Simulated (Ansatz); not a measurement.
SiO2: ¹⁷O NMR of the central transition

Cell: a structure deposited in the COD, its atoms then relaxed with PBE in this cell.

Space group P4_12_12 (No. 92); a = 4.9709, c = 6.9278 Å.

```
site  Wyckoff  site symmetry       x       y       z
  Si       4a            ..2  0.3055  0.3055  0.0000
   O       8b              1  0.2365  0.1168  0.1852
```

One atom of each set is listed.

Method: Kohn–Sham DFT in Ansatz, PBE, plane waves and PAW, scalar-relativistic, 420 eV cutoff, Γ-centred 5×5×4 k-points, Fermi–Dirac smearing 0.02 eV.

¹⁷O has I = 5/2 and Q = -25.58 mb (Pyykkö 2018); at 11.7 T its Larmor frequency is ν₀ = 67.6 MHz. Only the quadrupole interaction is simulated: positions count from each site's isotropic chemical shift, and J coupling is left out, as are shift anisotropy and dipolar coupling, which fast spinning averages.

(1) Give C_Q, η, the quadrupolar product P_Q = |C_Q|(1 + η²/3)^½, the second-order isotropic shift and the breadth of the pattern (fast magic-angle spinning) for each O site.

Results:

(1) 

```tsv
site	first shell	C_Q (MHz)	η	P_Q (MHz)	δ_QIS (ppm)	breadth (kHz)
O	2 Si at 1.62–1.63 Å, angle 143°	-5.84	0.19	5.88	-45.4	6.92
```

δ_QIS = −(ν_Q²/30ν₀²)[I(I+1) − 3/4](1 + η²/3) × 10⁶ ppm with ν_Q = 3|C_Q|/[2I(2I−1)]; it falls as 1/B₀² in ppm, and the breadth as 1/B₀ in kHz.

At O V_zz runs parallel to the line that joins its two neighbours (within 1°).

The relaxation (5 steps) took 44 s of wall time (44 s of CPU time) and 0.43 GiB at its peak, on 1 thread of Arm Neoverse V2 (aarch64; 8 cores open to the job, memory cap 2.5 GiB, no GPU), a shared host with a load of 0.5 a core.
